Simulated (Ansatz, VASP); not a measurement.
**Two plane-wave programs on MgO**

```
CELL_PARAMETERS angstrom
0.00000 2.14714 2.28201
2.14714 0.00000 2.28201
2.14714 2.14714 0.00000
ATOMIC_POSITIONS crystal
Mg 0.00000 0.00000 0.00000
O 0.25000 0.25000 0.25000
```

Change from the starting cell: biaxial_xy strain -5.9%.

Alike in both runs: task single point; functional r2SCAN; k mesh 10 × 10 × 10; no spin polarisation.

|  | VASP | Ansatz |
| --- | --- | --- |
| version | VASP 6.6.1 | Ansatz 0.2.0 |
| potentials or method | VASP PAW PBE potentials, release 64 (Mg, O) | plane waves, PAW |
| plane-wave cutoff (eV) | 520 | 500 |
| occupations | gaussian, width 0.01 eV | fixed |
| valence electrons in the cell | 8 | 16 |

Ansatz gave:

* gap on the k mesh at the Fermi level (eV): 5.02
* pressure (GPa): 19.3
* largest component of the traceless stress (GPa): 1.63

**Question.** Estimate VASP's values.

**Answer.** gap on the k mesh at the Fermi level (eV): 5.00; pressure (GPa): 19.0; largest component of the traceless stress (GPa): 1.65.

The two sets of potentials don't hold the same shells in valence.

Caveats: so large a pressure means that the cell lies far from this level's equilibrium, or that cutoff or potentials fall short (VASP); the potentials were made for another functional, which shifts forces and pressure (VASP). A k mesh can miss the band edges.
